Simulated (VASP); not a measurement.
# CdTe (F-43m) in VASP: further runs

One crystal, CdTe, is run at these levels: LDA; tasks: single point.

Everything below comes from runs of VASP 6.6.1. Logs are shortened: lines on timing, memory, paths and dates and some standing lists are left out, and cuts for length are marked.

## Step 1: The undisturbed crystal

Symmetry: F-43m, No. 216, cubic system. The conventional cell has a = 6.410 Å, b = 6.410 Å, c = 6.410 Å, α = 90.00°, β = 90.00°, γ = 90.00°. Around Te (site symmetry -43m) lie 4 Cd at 2.78 Å. Around Cd (site symmetry -43m) lie 4 Te at 2.78 Å.

## Step 2: Single point, LDA (grid = ENCUT=460 dk=0.45 cell=2x2x2 ISMEAR=0 SIGMA=0.05 LREAL=Auto EDIFF=1e-06)

Contents of INCAR:

```
ALGO     = Fast           # electronic algorithm
EDIFF    = 1E-6           # SCF threshold, eV
ENCUT    = 460            # plane-wave cutoff, eV
ISIF     = 2              # what is computed and relaxed
ISMEAR   = 0              # smearing method
LASPH    = True           # aspherical terms in the spheres
LCHARG   = False          # write CHGCAR
LREAL    = Auto         
LWAVE    = False          # write WAVECAR
NBANDS   = 80             # bands
NELM     = 120            # most SCF steps
PREC     = Accurate       # precision mode
SIGMA    = 0.05           # smearing width, eV
```

Contents of KPOINTS:

```
k-points
0
Gamma
  2 2 2
```

Contents of POSCAR:

```
CdTe
1.0
    0.0000000000      6.4100000000      6.4100000000
    6.4100000000      0.0000000000      6.4100000000
    6.4100000000      6.4100000000      0.0000000000
Te Cd
8 8
Direct
    0.3750000000      0.3750000000      0.3750000000
    0.3750000000      0.3750000000      0.8750000000
    0.3750000000      0.8750000000      0.3750000000
    0.3750000000      0.8750000000      0.8750000000
    0.8750000000      0.3750000000      0.3750000000
    0.8750000000      0.3750000000      0.8750000000
    0.8750000000      0.8750000000      0.3750000000
    0.8750000000      0.8750000000      0.8750000000
    0.0000000000      0.0000000000      0.0000000000
    0.0000000000      0.0000000000      0.5000000000
    0.0000000000      0.5000000000      0.0000000000
    0.0000000000      0.5000000000      0.5000000000
    0.5000000000      0.0000000000      0.0000000000
    0.5000000000      0.0000000000      0.5000000000
    0.5000000000      0.5000000000      0.0000000000
    0.5000000000      0.5000000000      0.5000000000
```

Potentials or basis: VASP PAW LDA potentials, release 64 (Te, Cd).

Command:

```sh
$ cat potpaw_LDA.64/Te/POTCAR potpaw_LDA.64/Cd/POTCAR > POTCAR
$ mpirun -np 1 vasp_std > vasp.out
```

OUTCAR:

```text
EDIFF = 1E-6
   ENCUT = 460
   ISIF = 2
   ISMEAR = 0
   LASPH = True
   LREAL = Auto
   NELM = 120
   PREC = Accurate

 Found      3 irreducible k-points:

 Following reciprocal coordinates:
            Coordinates               Weight
  0.000000  0.000000  0.000000      1.000000
  0.500000  0.000000  0.000000      4.000000
  0.500000  0.500000  0.000000      3.000000
   k-points           NKPTS =      3   k-points in BZ     NKDIM =      3   number of bands    NBANDS=     80
   number of dos      NEDOS =    301   number of ions     NIONS =     16
   total plane-waves  NPLWV = 262144
   dimension x,y,z NGX =    64 NGY =   64 NGZ =   64
   dimension x,y,z NGXF=   128 NGYF=  128 NGZF=  128
   ions per type =               8   8
   NGX,Y,Z   is equivalent  to a cutoff of  11.74, 11.74, 11.74 a.u.
   NGXF,Y,Z  is equivalent  to a cutoff of  23.47, 23.47, 23.47 a.u.
 SYSTEM =  unknown system
   PREC   = accura    normal or accurate (medium, high low for compatibility)
   ISTART =      0    job   : 0-new  1-cont  2-samecut
   ICHARG =      2    charge: 1-file 2-atom 10-const
   ISPIN  =      1    spin polarized calculation?
   LNONCOLLINEAR =      F non collinear calculations
   LSORBIT =      F    spin-orbit coupling
   LASPH  =      T    aspherical Exc in radial PAW
   ENCUT  =  460.0 eV  33.81 Ry    5.81 a.u.  15.85 15.85 15.85*2*pi/ulx,y,z
   NELM   =    120;   NELMIN=  2; NELMDL= -5     # of ELM steps
   EDIFF  = 0.1E-05   stopping-criterion for ELM
   LREAL  =      T    real-space projection
   EDIFFG = 0.1E-04   stopping-criterion for IOM
   NSW    =      0    number of steps for IOM
   IBRION =     -1    ionic relax: 0-MD 1-quasi-New 2-CG
   NFREE  =      0    steps in history (QN), initial steepest desc. (CG)
   ISIF   =      2    stress and relaxation
   ISYM   =      2    0-nonsym 1-usesym 2-fastsym
   POTIM  = 0.5000    time-step for ionic-motion
   TEBEG  =    0.0;   TEEND  =   0.0 temperature during run
   PSTRESS=    0.0 pullay stress
   NELECT =     144.0000    total number of electrons
   NUPDOWN=      -1.0000    fix difference up-down
   EMIN   =  10.00;   EMAX   =-10.00  energy-range for DOS
   EFERMI =   0.00;   METHOD = LEGACY
   ISMEAR =     0;   SIGMA  =   0.05  broadening in eV -4-tet -1-fermi 0-gaus
   EFERMI_NEDOS =   21; number of points for ismear=-14 and -15
   IALGO  =     68    algorithm
   IMIX   =      4    mixing-type and parameters
     AMIX     =   0.40;   BMIX     =  1.00
     AMIX_MAG =   1.60;   BMIX_MAG =  1.00
  volume/ion in A,a.u.               =      32.92       222.17
  Fermi-wavevector in a.u.,A,eV,Ry     =   1.062497  2.007828 15.359610  1.128899
  Thomas-Fermi vector in A             =   2.197950
   LORBIT       =      0    0 simple, 1 ext, 2 COOP (PROOUT), +10 PAW based schemes
   GGA     = CA    functional components
   LHFCALC =     F    Hartree Fock is set to
   AEXX    =    0.0000 exact exchange contribution
   IVDW    =     0    specifies the selected vdW correction
   LEPSILON=     F    determine dielectric tensor
   LRPA    =     F    only Hartree local field effects (RPA)
 non-spin polarized calculation
 RMM-DIIS sequential band-by-band and
 Gauss-broadening in eV      SIGMA  =   0.05
  energy-cutoff  :      460.00
  volume of cell :      526.75
 maximum number of plane-waves:     11822
 NGX is ok and might be reduce to    64
   NGX = 31   NGY = 31   NGZ = 31

 number of electron     144.0000038 magnetization

 Free energy of the ion-electron system (eV)
  ---------------------------------------------------
  ext. energy  EPLUGINS =         0.00000000
  ---------------------------------------------------
  free energy    TOTEN  =       -47.82948852 eV

  energy without entropy =      -47.82948852  energy(sigma->0) =      -47.82948852

 E-fermi :   2.7423     XC(G=0):  -9.0814

 val. band max:        2.4959955229   @ k =   0.0000   0.0000   0.0000
 cond. band min:       3.1306036989   @ k =   0.0000   0.0000   0.0000
 fundamental gap:      0.6346081760
 Fermi energy:         2.7423301423

 k-point     1 :       0.0000    0.0000    0.0000
  band No.  band energies     occupation
      1      -8.9361      2.00000
      2      -8.4994      2.00000
      3      -8.4994      2.00000
      4      -8.4994      2.00000
      5      -8.4994      2.00000
      6      -8.3667      2.00000
[... 72 lines left out ...]
     79       4.8478      0.00000
     80       4.8535      0.00000

 k-point     2 :       0.5000    0.0000    0.0000
  band No.  band energies     occupation
      1      -8.7166      2.00000
      2      -8.7166      2.00000
      3      -8.4340      2.00000
      4      -8.4340      2.00000
      5      -8.4340      2.00000
      6      -8.4340      2.00000
[... 72 lines left out ...]
     79       5.3155      0.00000
     80       5.3155      0.00000

 k-point     3 :       0.5000    0.5000    0.0000
  band No.  band energies     occupation
      1      -8.6454      2.00000
      2      -8.6454      2.00000
      3      -8.5026      2.00000
      4      -8.5026      2.00000
      5      -8.5026      2.00000
      6      -8.5026      2.00000
[... 72 lines left out ...]
     79       5.6477      0.00000
     80       5.6477      0.00000

------------------------ aborting loop because EDIFF is reached ----------------------------------------

  FORCE on cell =-STRESS in cart. coord.  units (eV):
  Direction    XX          YY          ZZ          XY          YZ          ZX
  --------------------------------------------------------------------------------------
  -------------------------------------------------------------------------------------
  Total        1.7063508      1.7063508      1.7063508      0.0000000     -0.0000000     -0.0000000
  in kB        5.1900891      5.1900891      5.1900891      0.0000000     -0.0000000     -0.0000000
  external PRESSURE =       5.1900891 kB  Pullay stress =       0.0000000 kB

 VOLUME and BASIS-vectors are now :
 -----------------------------------------------------------------------------
  energy-cutoff  :      460.00
  volume of cell :      526.75
      direct lattice vectors                 reciprocal lattice vectors
     0.000000000  6.410000000  6.410000000    -0.078003120  0.078003120  0.078003120
     6.410000000  0.000000000  6.410000000     0.078003120 -0.078003120  0.078003120
     6.410000000  6.410000000  0.000000000     0.078003120  0.078003120 -0.078003120

 POSITION                                       TOTAL-FORCE (eV/Angst)
 -----------------------------------------------------------------------------------
      4.80750      4.80750      4.80750        -0.000000     -0.000000      0.000000
      8.01250      8.01250      4.80750        -0.000000     -0.000000     -0.000000
      8.01250      4.80750      8.01250        -0.000000     -0.000000     -0.000000
     11.21750      8.01250      8.01250        -0.000000     -0.000000     -0.000000
      4.80750      8.01250      8.01250        -0.000000     -0.000000      0.000000
      8.01250     11.21750      8.01250        -0.000000     -0.000000     -0.000000
[... 8 lines left out ...]
      3.20500      3.20500      6.41000         0.000000      0.000000      0.000000
      6.41000      6.41000      6.41000         0.000000      0.000000      0.000000
 -----------------------------------------------------------------------------------
    total drift:                               -0.000001     -0.000001     -0.000002

  FREE ENERGIE OF THE ION-ELECTRON SYSTEM (eV)
  ---------------------------------------------------
  free  energy   TOTEN  =       -47.8294885179 eV

  energy  without entropy=      -47.8294885179  energy(sigma->0) =      -47.82948852
```

It took 95 s on 1 thread of Intel Xeon 6975P-C (Granite Rapids), shared host; peak memory 0.44 GiB.

These settings aren't checked as converged: the numbers below hold their error.

What came out:

```
Free energy            : -47.8295 eV
Pressure               : 0.5 GPa
Band gap on the k mesh : 0.63 eV
```

Caveat: the k mesh is coarse (spacing up to 0.42 Å⁻¹), so the values aren't converged; spin-orbit coupling is left out, which moves the levels of the heavy elements.

## Step 3: Single point, LDA (grid = ENCUT=520 dk=0.45 cell=2x2x2 ISMEAR=0 SIGMA=0.05 LREAL=Auto EDIFF=1e-06)

INCAR: that of step 2 with these lines changed.

```diff
@@ -2,3 +2,3 @@
 EDIFF    = 1E-6           # SCF threshold, eV
-ENCUT    = 460            # plane-wave cutoff, eV
+ENCUT    = 520            # plane-wave cutoff, eV
 ISIF     = 2              # what is computed and relaxed
```

KPOINTS is that of step 2.

POSCAR is that of step 2.

Potentials or basis: VASP PAW LDA potentials, release 64 (Te, Cd).

Command:

```sh
$ cat potpaw_LDA.64/Te/POTCAR potpaw_LDA.64/Cd/POTCAR > POTCAR
$ mpirun -np 1 vasp_std > vasp.out
```

It took 2.4 min on 1 thread of Intel Xeon 6975P-C (Granite Rapids), shared host; peak memory 0.53 GiB.

The run converged, but some of its settings lie outside the range that counts as converged, so its numbers aren't taken as properties of the crystal.

Results:

```
Free energy            : -47.8323 eV
Pressure               : 0.5 GPa
Band gap on the k mesh : 0.63 eV
```

Caveat: the k mesh is coarse (spacing up to 0.42 Å⁻¹), so the values aren't converged; spin-orbit coupling is left out, which moves the levels of the heavy elements.
